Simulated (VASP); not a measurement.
# Al (Fm-3m) in VASP: further runs

Aim: see how the results for Al move with the level of theory and the settings. Levels: PBE, PBEsol. Tasks: single point, equation of state.

Everything below comes from runs of VASP 6.6.1. Logs are shortened: lines on timing, memory, paths and dates and some standing lists are left out, and cuts for length are marked.

**Measured values to compare with.**

From “The interpretation of polycrystalline coherent inelastic neutron scattering from aluminium”, 2013, pmc:3831299, for a bulk crystal of Al: bulk modulus 76.9 GPa.

How close the calculation comes is told below.

## 1. Starting point

The structure is cubic, space group Fm-3m (No. 225). Conventional cell: a = 4.050 Å, b = 4.050 Å, c = 4.050 Å, α = 90.00°, β = 90.00°, γ = 90.00°. Al (site symmetry m-3m) has 12 Al at 2.86 Å as nearest neighbours.

## 2. Single point, PBE

The input, INCAR:

```
SYSTEM = Al
  ALGO = Normal
  EDIFF = 1E-7
  ENCUT = 520
  GGA = PE
  ISIF = 2
  ISMEAR = -1
  LASPH = .TRUE.
  LCHARG = .TRUE.
  LELF = .TRUE.
  LREAL = .FALSE.
  LVHAR = .TRUE.
  LWAVE = .FALSE.
  NBANDS = 8
  NELM = 60
  PREC = Accurate
  SIGMA = 0.05
```

The input, KPOINTS:

```
k-points
0
G
  11 11 11
  0 0 0
```

The input, POSCAR:

```
Al
1.0
    0.0000000000      2.0248050000      2.0248050000
    2.0248050000      0.0000000000      2.0248050000
    2.0248050000      2.0248050000      0.0000000000
Al
1
Direct
    0.0000000000      0.0000000000      0.0000000000
```

Potentials or basis: VASP PAW PBE potentials, release 64 (Al).

Started as:

```
$ cat potpaw_PBE.64/Al/POTCAR > POTCAR
$ mpirun -np 1 vasp_std > vasp.out
```

OUTCAR:

```text
SYSTEM = Al
   EDIFF = 1E-7
   ENCUT = 520
   GGA = PE
   ISIF = 2
   ISMEAR = -1
   LASPH = .TRUE.
   LREAL = .FALSE.
   NELM = 60
   PREC = Accurate

 ion  position               nearest neighbor table
   1  0.000  0.000  0.000-

  LATTYP: Found a face centered cubic cell.
 ALAT       =     4.0496100000

  Lattice vectors:

 A1 = (   0.0000000000,   2.0248050000,   2.0248050000)
 A2 = (   2.0248050000,   0.0000000000,   2.0248050000)
 A3 = (   2.0248050000,   2.0248050000,   0.0000000000)

Analysis of symmetry for initial positions (statically):
=====================================================================
 Subroutine PRICEL returns:
 Original cell was already a primitive cell.

 Routine SETGRP: Setting up the symmetry group for a
 face centered cubic supercell.

 Subroutine GETGRP returns: Found 48 space group operations
 (whereof 48 operations were pure point group operations)
 out of a pool of 48 trial point group operations.

The static configuration has the point symmetry O_h .

Analysis of symmetry for dynamics (positions and initial velocities):
=====================================================================
 Subroutine PRICEL returns:
 Original cell was already a primitive cell.

 Routine SETGRP: Setting up the symmetry group for a
 face centered cubic supercell.

 Subroutine GETGRP returns: Found 48 space group operations
 (whereof 48 operations were pure point group operations)
 out of a pool of 48 trial point group operations.

The dynamic configuration has the point symmetry O_h .

 Subroutine INISYM returns: Found 48 space group operations
 (whereof 48 operations are pure point group operations),
 and found     1 'primitive' translations

----------------------------------------------------------------------------------------

                                     Primitive cell

  volume of cell :      16.6027

  direct lattice vectors                    reciprocal lattice vectors
     0.000000000  2.024805000  2.024805000    -0.246937359  0.246937359  0.246937359
     2.024805000  0.000000000  2.024805000     0.246937359 -0.246937359  0.246937359
     2.024805000  2.024805000  0.000000000     0.246937359  0.246937359 -0.246937359

  length of vectors
     2.863506692  2.863506692  2.863506692     0.427708053  0.427708053  0.427708053

  position of ions in fractional coordinates (direct lattice)
     0.000000000  0.000000000  0.000000000

  ion indices of the primitive-cell ions
   primitive index   ion index
                 1           1

----------------------------------------------------------------------------------------

 KPOINTS: k-points

Automatic generation of k-mesh.
 Grid dimensions read from file:
 generate k-points for:   11   11   11

 Generating k-lattice:

  Cartesian coordinates                     Fractional coordinates (reciprocal lattice)
    -0.022448851  0.022448851  0.022448851     0.090909091  0.000000000  0.000000000
     0.022448851 -0.022448851  0.022448851     0.000000000  0.090909091  0.000000000
     0.022448851  0.022448851 -0.022448851     0.000000000  0.000000000  0.090909091

  Length of vectors
     0.038882550  0.038882550  0.038882550

  Shift w.r.t. Gamma in fractional coordinates (k-lattice)
     0.000000000  0.000000000  0.000000000

 Subroutine IBZKPT returns following result:
 ===========================================

 Found     56 irreducible k-points:

 Following reciprocal coordinates:
            Coordinates               Weight
  0.000000  0.000000  0.000000      1.000000
  0.090909  0.000000  0.000000      8.000000
  0.181818  0.000000  0.000000      8.000000
  0.272727  0.000000  0.000000      8.000000
  0.363636  0.000000  0.000000      8.000000
  0.454545  0.000000  0.000000      8.000000
[... 42 lines left out ...]
 -0.363636  0.363636  0.090909     48.000000
 -0.272727  0.363636  0.090909     24.000000
 [... further k-points ...]
   k-points           NKPTS =     56   k-points in BZ     NKDIM =     56   number of bands    NBANDS=      8
   number of dos      NEDOS =    301   number of ions     NIONS =      1
   total plane-waves  NPLWV =  13824
   dimension x,y,z NGX =    24 NGY =   24 NGZ =   24
   dimension x,y,z NGXF=    48 NGYF=   48 NGZF=   48
   ions per type =               1
   NGX,Y,Z   is equivalent  to a cutoff of  13.93, 13.93, 13.93 a.u.
   NGXF,Y,Z  is equivalent  to a cutoff of  27.87, 27.87, 27.87 a.u.
 SYSTEM =  Al
   PREC   = accura    normal or accurate (medium, high low for compatibility)
   ISTART =      0    job   : 0-new  1-cont  2-samecut
   ICHARG =      2    charge: 1-file 2-atom 10-const
   ISPIN  =      1    spin polarized calculation?
   LNONCOLLINEAR =      F non collinear calculations
   LSORBIT =      F    spin-orbit coupling
   LASPH  =      T    aspherical Exc in radial PAW
   ENCUT  =  520.0 eV  38.22 Ry    6.18 a.u.   5.32  5.32  5.32*2*pi/ulx,y,z
   NELM   =     60;   NELMIN=  2; NELMDL= -5     # of ELM steps
   EDIFF  = 0.1E-06   stopping-criterion for ELM
   LREAL  =      F    real-space projection
   EDIFFG = 0.1E-05   stopping-criterion for IOM
   NSW    =      0    number of steps for IOM
   IBRION =     -1    ionic relax: 0-MD 1-quasi-New 2-CG
   NFREE  =      0    steps in history (QN), initial steepest desc. (CG)
   ISIF   =      2    stress and relaxation
   ISYM   =      2    0-nonsym 1-usesym 2-fastsym
   POTIM  = 0.5000    time-step for ionic-motion
   TEBEG  =    0.0;   TEEND  =   0.0 temperature during run
   PSTRESS=    0.0 pullay stress
   NELECT =       3.0000    total number of electrons
   NUPDOWN=      -1.0000    fix difference up-down
   EMIN   =  10.00;   EMAX   =-10.00  energy-range for DOS
   EFERMI =   0.00;   METHOD = LEGACY
   ISMEAR =    -1;   SIGMA  =   0.05  broadening in eV -4-tet -1-fermi 0-gaus
   EFERMI_NEDOS =   21; number of points for ismear=-14 and -15
   IALGO  =     38    algorithm
   IMIX   =      4    mixing-type and parameters
     AMIX     =   0.40;   BMIX     =  1.00
     AMIX_MAG =   1.60;   BMIX_MAG =  1.00
  volume/ion in A,a.u.               =      16.60       112.04
  Fermi-wavevector in a.u.,A,eV,Ry     =   0.925526  1.748991 11.654733  0.856599
  Thomas-Fermi vector in A             =   2.051390
   LORBIT       =      0    0 simple, 1 ext, 2 COOP (PROOUT), +10 PAW based schemes
   GGA     = PE    functional components
   LHFCALC =     F    Hartree Fock is set to
   AEXX    =    0.0000 exact exchange contribution
   IVDW    =     0    specifies the selected vdW correction
   LEPSILON=     F    determine dielectric tensor
   LRPA    =     F    only Hartree local field effects (RPA)
 non-spin polarized calculation
  energy-cutoff  :      520.00
  volume of cell :       16.60
 maximum number of plane-waves:       459
 NGX is ok and might be reduce to    24
   NGX = 11   NGY = 11   NGZ = 11

 number of electron       3.0000000 magnetization

 Free energy of the ion-electron system (eV)
  ---------------------------------------------------
  ext. energy  EPLUGINS =         0.00000000
  ---------------------------------------------------
  free energy    TOTEN  =        -3.75567400 eV

  energy without entropy =       -3.75166439  energy(sigma->0) =       -3.75366919

 E-fermi :   7.9482     XC(G=0): -10.1742

 val. band max:        7.9414320149   @ k =  -0.4545   0.3636   0.0000
 cond. band min:       7.9685415877   @ k =   0.4545   0.1818   0.0909
 fundamental gap:      0.0271095729
 Fermi energy:         7.9481821059

 k-point     1 :       0.0000    0.0000    0.0000
  band No.  band energies     occupation
      1      -3.1561      2.00000
      2      20.5203      0.00000
      3      20.5203      0.00000
      4      20.5203      0.00000
      5      21.9655      0.00000
      6      21.9655      0.00000
      7      21.9655      0.00000
      8      24.3560      0.00000

 k-point     2 :       0.0909    0.0000    0.0000
  band No.  band energies     occupation
      1      -2.9325      2.00000
      2      17.5992      0.00000
      3      19.8720      0.00000
      4      19.8720      0.00000
      5      22.6432      0.00000
      6      22.9519      0.00000
      7      22.9519      0.00000
      8      26.1761      0.00000

 k-point     3 :       0.1818    0.0000    0.0000
  band No.  band energies     occupation
      1      -2.2636      2.00000
      2      13.9568      0.00000
      3      19.1385      0.00000
      4      19.1385      0.00000
      5      22.4116      0.00000
      6      23.7747      0.00000
      7      23.7747      0.00000
      8      25.2905      0.00000

 k-point     4 :       0.2727    0.0000    0.0000
  band No.  band energies     occupation
      1      -1.1558      2.00000
      2      10.5345      0.00000
      3      18.7297      0.00000
      4      18.7297      0.00000
      5      22.2004      0.00000
      6      22.2328      0.00000
      7      22.2328      0.00000
      8      26.2199      0.00000

 k-point     5 :       0.3636    0.0000    0.0000
  band No.  band energies     occupation
      1       0.3812      2.00000
      2       7.4343      1.99993
      3      18.6856      0.00000
      4      18.6856      0.00000
      5      20.8050      0.00000
      6      20.8050      0.00000
      7      22.2716      0.00000
      8      24.7329      0.00000
[... 353 lines left out ...]
 k-point    38 :       0.3636    0.1818    0.0909
  band No.  band energies     occupation
      1      -0.5684      2.00000
      2      11.0017      0.00000
      3      14.2874      0.00000
      4      17.9063      0.00000
      5      20.1203      0.00000
      6      23.1819      0.00000
      7      24.0571      0.00000
      8      26.4169      0.00000

 k-point    39 :       0.4545    0.1818    0.0909
  band No.  band energies     occupation
      1       0.9619      2.00000
      2       7.9685      0.79917
      3      14.1741      0.00000
      4      16.3944      0.00000
      5      20.1837      0.00000
      6      22.4294      0.00000
      7      25.6606      0.00000
      8      26.8482      0.00000

 k-point    40 :      -0.4545    0.1818    0.0909
  band No.  band energies     occupation
      1       2.9035      2.00000
      2       5.2568      2.00000
      3      14.4748      0.00000
      4      15.2879      0.00000
      5      20.5355      0.00000
      6      21.3614      0.00000
      7      26.5724      0.00000
      8      28.0077      0.00000

 [... further k-points ...]

------------------------ aborting loop because EDIFF is reached ----------------------------------------

  FORCE on cell =-STRESS in cart. coord.  units (eV):
  Direction    XX          YY          ZZ          XY          YZ          ZX
  --------------------------------------------------------------------------------------
  -------------------------------------------------------------------------------------
  Total       -0.0479949     -0.0479949     -0.0479949     -0.0000000      0.0000000     -0.0000000
  in kB       -4.6315442     -4.6315442     -4.6315442     -0.0000000      0.0000000     -0.0000000
  external PRESSURE =      -4.6315442 kB  Pullay stress =       0.0000000 kB

 VOLUME and BASIS-vectors are now :
 -----------------------------------------------------------------------------
  energy-cutoff  :      520.00
  volume of cell :       16.60
      direct lattice vectors                 reciprocal lattice vectors
     0.000000000  2.024805000  2.024805000    -0.246937359  0.246937359  0.246937359
     2.024805000  0.000000000  2.024805000     0.246937359 -0.246937359  0.246937359
     2.024805000  2.024805000  0.000000000     0.246937359  0.246937359 -0.246937359

 POSITION                                       TOTAL-FORCE (eV/Angst)
 -----------------------------------------------------------------------------------
      0.00000      0.00000      0.00000         0.000000      0.000000      0.000000
 -----------------------------------------------------------------------------------
    total drift:                               -0.000000     -0.000000      0.000000

  FREE ENERGIE OF THE ION-ELECTRON SYSTEM (eV)
  ---------------------------------------------------
  free  energy   TOTEN  =        -3.7556740003 eV

  energy  without entropy=       -3.7516643861  energy(sigma->0) =       -3.75366919
```

Run time: 5.4 s. Hardware: 1 thread of Intel Xeon Platinum 8488C (Sapphire Rapids), shared host; peak memory 0.13 GiB.

What came out:

```
Free energy            : -3.7557 eV
Pressure               : -0.5 GPa
Band gap on the k mesh : none (metal or under the smearing width)
```

## 3. Single point, PBE (cell strained at random at fixed volume)

The input, INCAR:

```
ALGO = Normal
EDIFF = 1E-7
ENCUT = 520
GGA = PE
ISIF = 2
ISMEAR = -1
LASPH = T
LCHARG = F
LREAL = F
LWAVE = F
NBANDS = 8
NELM = 100
PREC = Accurate
SIGMA = 0.05
```

The input, KPOINTS:

```
k-points
0
Gamma
  11 11 11
```

The input, POSCAR:

```
Al
1.0
    0.0478940000      1.9691420000      2.0268530000
    2.0432560000     -0.0083540000      2.0831010000
    2.0405820000      2.0227150000     -0.0056790000
Al
1
Direct
    0.0059780000     -0.0131190000      0.0211680000
```

Potentials or basis: VASP PAW PBE potentials, release 64 (Al).

Started as:

```
$ cat potpaw_PBE.64/Al/POTCAR > POTCAR
$ mpirun -np 1 vasp_std > vasp.out
```

Wall time 48 s (1 thread of Intel Xeon Platinum 8488C (Sapphire Rapids), shared host); peak memory 0.19 GiB.

It converged, with:

| Quantity | Value |
| --- | --- |
| Free energy | -3.7504 eV |
| Pressure | -0.3 GPa |
| Band gap on the k mesh | none (metal or under the smearing width) |

Stress tensor (GPa, compression positive):
```
 0.61 -0.73 -1.15
-0.73  0.52  1.52
-1.15  1.52 -1.93
```

Levels at points of the mesh, in eV from the Fermi level:
```csv
k point,band 1,band 2,band 3,band 4,band 5
"(0.00, 0.00, 0.00)",-11.13,12.00,12.27,13.36,13.49
```

## 4. Equation of state, PBE, 15.61 Å³/atom (volume scaled by 0.94)

The input, INCAR:

```
SYSTEM = Al
PREC     = Accurate       ! precision mode
ENCUT    = 520            ! plane-wave cutoff, eV
EDIFF    = 1E-7           ! SCF threshold, eV
ISMEAR   = -1             ! smearing method
SIGMA    = 0.05           ! smearing width, eV
LREAL    = .FALSE.        ! projectors in reciprocal space
LASPH    = .TRUE.         ! aspherical terms in the spheres
NELM     = 100            ! most SCF steps
ALGO     = Normal         ! electronic algorithm
ISIF     = 2              ! what is computed and relaxed
LWAVE    = .FALSE.        ! write WAVECAR
LCHARG   = .FALSE.        ! write CHGCAR
GGA      = PE             ! functional
NBANDS   = 8              ! bands
```

The input, KPOINTS:

```
regular mesh
0
G
  11 11 11
  0 0 0
```

The input, POSCAR:

```
Al
1.0
    0.0000000000      1.9834708509      1.9834708509
    1.9834708509      0.0000000000      1.9834708509
    1.9834708509      1.9834708509      0.0000000000
Al
1
Direct
    0.0000000000      0.0000000000      0.0000000000
```

Potentials or basis: VASP PAW PBE potentials, release 64 (Al).

Started as:

```
$ cat potpaw_PBE.64/Al/POTCAR > POTCAR
$ mpirun -np 1 vasp_std > vasp.out
```

OUTCAR:

```text
SYSTEM = Al
   PREC = Accurate
   ENCUT = 520
   EDIFF = 1E-7
   ISMEAR = -1
   LREAL = .FALSE.
   LASPH = .TRUE.
   NELM = 100
   ISIF = 2
   GGA = PE

 ion  position               nearest neighbor table
   1  0.000  0.000  0.000-

  LATTYP: Found a face centered cubic cell.
 ALAT       =     3.9669417018

  Lattice vectors:

 A1 = (   0.0000000000,   1.9834708509,   1.9834708509)
 A2 = (   1.9834708509,   0.0000000000,   1.9834708509)
[... 646 lines left out ...]
      8      29.3394      0.00000

 [... further k-points ...]

------------------------ aborting loop because EDIFF is reached ----------------------------------------

  FORCE on cell =-STRESS in cart. coord.  units (eV):
  Direction    XX          YY          ZZ          XY          YZ          ZX
  --------------------------------------------------------------------------------------
  -------------------------------------------------------------------------------------
  Total        0.4883798      0.4883798      0.4883798     -0.0000000     -0.0000000     -0.0000000
  in kB       50.1372803     50.1372803     50.1372803     -0.0000000     -0.0000000     -0.0000000
  external PRESSURE =      50.1372803 kB  Pullay stress =       0.0000000 kB

 VOLUME and BASIS-vectors are now :
 -----------------------------------------------------------------------------
  energy-cutoff  :      520.00
  volume of cell :       15.61
      direct lattice vectors                 reciprocal lattice vectors
     0.000000000  1.983470851  1.983470851    -0.252083362  0.252083362  0.252083362
     1.983470851  0.000000000  1.983470851     0.252083362 -0.252083362  0.252083362
     1.983470851  1.983470851  0.000000000     0.252083362  0.252083362 -0.252083362

 POSITION                                       TOTAL-FORCE (eV/Angst)
 -----------------------------------------------------------------------------------
      0.00000      0.00000      0.00000         0.000000     -0.000000      0.000000
 -----------------------------------------------------------------------------------
    total drift:                                0.000000     -0.000000     -0.000000

  FREE ENERGIE OF THE ION-ELECTRON SYSTEM (eV)
  ---------------------------------------------------
  free  energy   TOTEN  =        -3.7424069765 eV

  energy  without entropy=       -3.7384968906  energy(sigma->0) =       -3.74045193
```

OSZICAR:

```text
N       E                     dE             d eps       ncg     rms          rms(c)
DAV:   1    -0.219364392152E+01   -0.21936E+01   -0.10105E+03   896   0.218E+02
DAV:   2    -0.375817082204E+01   -0.15645E+01   -0.15549E+01  1264   0.198E+01
DAV:   3    -0.376586875082E+01   -0.76979E-02   -0.76977E-02  1208   0.157E+00
DAV:   4    -0.376588744877E+01   -0.18698E-04   -0.18699E-04  1424   0.641E-02
DAV:   5    -0.376588746920E+01   -0.20429E-07   -0.20812E-07  1168   0.140E-03    0.140E+00
DAV:   6    -0.375229242753E+01    0.13595E-01   -0.13834E-03  1208   0.178E-01    0.811E-01
DAV:   7    -0.374241307180E+01    0.98794E-02   -0.42026E-03  1192   0.289E-01    0.157E-01
DAV:   8    -0.374240886630E+01    0.42055E-05   -0.12533E-05  1280   0.251E-02    0.171E-02
DAV:   9    -0.374240726269E+01    0.16036E-05   -0.70434E-07  1256   0.395E-03    0.603E-04
DAV:  10    -0.374240702029E+01    0.24240E-06   -0.29332E-09  1168   0.398E-04    0.481E-04
DAV:  11    -0.374240697649E+01    0.43794E-07   -0.10986E-10   728   0.637E-05
   1 F= -.37424070E+01 E0= -.37404519E+01  d E =-.391009E-02
```

stdout:

```text
POSCAR found type information on POSCAR Al
 POSCAR found :  1 types and       1 ions
 scaLAPACK will be used
 LDA part: xc-table for (Slater+PW92), standard interpolation
 POSCAR, INCAR and KPOINTS ok, starting setup
 FFT: planning ... GRIDC
 FFT: planning ... GRID_SOFT
 FFT: planning ... GRID
 WAVECAR not read
 entering main loop
```

Run time: 7.4 s. Hardware: 1 thread of Intel Xeon Platinum 8488C (Sapphire Rapids), shared host; peak memory 0.13 GiB.

What came out:

```
Free energy            : -3.7424 eV
Pressure               : 5.0 GPa
Band gap on the k mesh : none (metal or under the smearing width)
```

## 5. Equation of state, PBE, 15.94 Å³/atom (volume scaled by 0.96)

The input, INCAR:

```
SYSTEM = Al
PREC = Accurate
ENCUT = 520
EDIFF = 1E-7
ISMEAR = -1
SIGMA = 0.05
LREAL = .False.
LASPH = .True.
NELM = 100
ALGO = Normal
ISIF = 2
LWAVE = .False.
LCHARG = .False.
GGA = PE
NBANDS = 8
```

The input, KPOINTS:

```
regular mesh
0
Gamma
  11 11 11
  0 0 0
```

The input, POSCAR:

```
Al
1.0
    0.0000000000      1.9974394157      1.9974394157
    1.9974394157      0.0000000000      1.9974394157
    1.9974394157      1.9974394157      0.0000000000
Al
1
Direct
    0.0000000000      0.0000000000      0.0000000000
```

Started as:

```
$ cat potpaw_PBE.64/Al/POTCAR > POTCAR
$ mpirun -np 1 vasp_std > vasp.out
```

Run time: 8.2 s. Hardware: 1 thread of Intel Xeon Platinum 8488C (Sapphire Rapids), shared host; peak memory 0.13 GiB.

It converged, with:

- Free energy: -3.7507 eV
- Pressure: 3.0 GPa
- Band gap on the k mesh: none (metal or under the smearing width)

(Part 1 of 3 ends here.)
